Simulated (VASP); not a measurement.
SrO, 2 atoms in the cell. The structure is cubic, space group Fm-3m (No. 225). Conventional cell: a = 5.272 Å, b = 5.272 Å, c = 5.272 Å, α = 90.00°, β = 90.00°, γ = 90.00°. Sr (site symmetry m-3m) has 6 O at 2.64 Å as nearest neighbours. O (site symmetry m-3m) has 6 Sr at 2.64 Å as nearest neighbours.  The cell isn't the ideal one: a relaxed cell with its volume scaled by 1.04.

| Property | Result |
| --- | --- |
| Program | VASP 6.6.1 |
| Task | relaxation of the atoms |
| Functional | PBE |
| Potentials or basis | VASP PAW PBE potentials, release 64 (Sr_sv, O) |
| Cutoff | 600 eV |
| k mesh | 10 × 10 × 10 |
| Occupations | gaussian, width 0.03 eV |
| Spin | no spin polarisation |
| Further INCAR settings | ALGO = Normal; EDIFF = 1e-07; IBRION = 2; EDIFFG = -0.01; NSW = 40 |

Potentials or basis: VASP PAW PBE potentials, release 64 (Sr_sv, O).

Run with:

```sh
$ cat potpaw_PBE.64/Sr_sv/POTCAR potpaw_PBE.64/O/POTCAR > POTCAR
$ mpirun -np 1 vasp_std > vasp.out
```

Hardware: 1 thread of Intel(R) Xeon(R) 6975P-C (Granite Rapids) (shared host).

Problem. How long does it take, and how much memory?

Solution. It took 14 s on 1 thread of Intel(R) Xeon(R) 6975P-C (Granite Rapids), on a shared host, peak memory 0.18 GiB. Counts: scf iterations 15, k points 47, ion steps 1.
